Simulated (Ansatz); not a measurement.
# Li (R-3m) under several functionals

Plane-wave DFT in Ansatz with scalar-relativistic PAW potentials. The same structure was relaxed (cell and atoms, symmetry kept) in separate runs at each level. This form isn't the element's structure at ambient conditions. No spin polarisation.

```tsv
level	cutoff (eV)	k mesh	V (Å³/atom)	a (Å)	c (Å)
PBE+D3(BJ)	420	18×18×18	18.257	2.951	21.785
PBE	420	15×15×15	20.236	3.058	22.486
r2SCAN	500	15×15×15	21.019	3.099	22.744
```

Q: Where does PBEsol (420 eV, k mesh 15×15×15) fall?

A: V (Å³/atom) 20.218, a (Å) 3.057, c (Å) 22.480. Its volume is between those of PBE+D3(BJ) and PBE. The usual order of volumes, PBEsol < PBE, holds here (20.218, 20.236 Å³/atom). As a rule PBEsol, built on the gradient expansion of slowly varying densities, lies between LDA and PBE; PBE's stronger gradient term for exchange weakens bonds. Adding D3 to PBE changes the volume by -9.8 %; the term is attractive, so it pulls cells in. In metals the pairwise form ignores screening by the conduction electrons and often pulls in too far. r2SCAN lies 3.9 % over PBE in volume.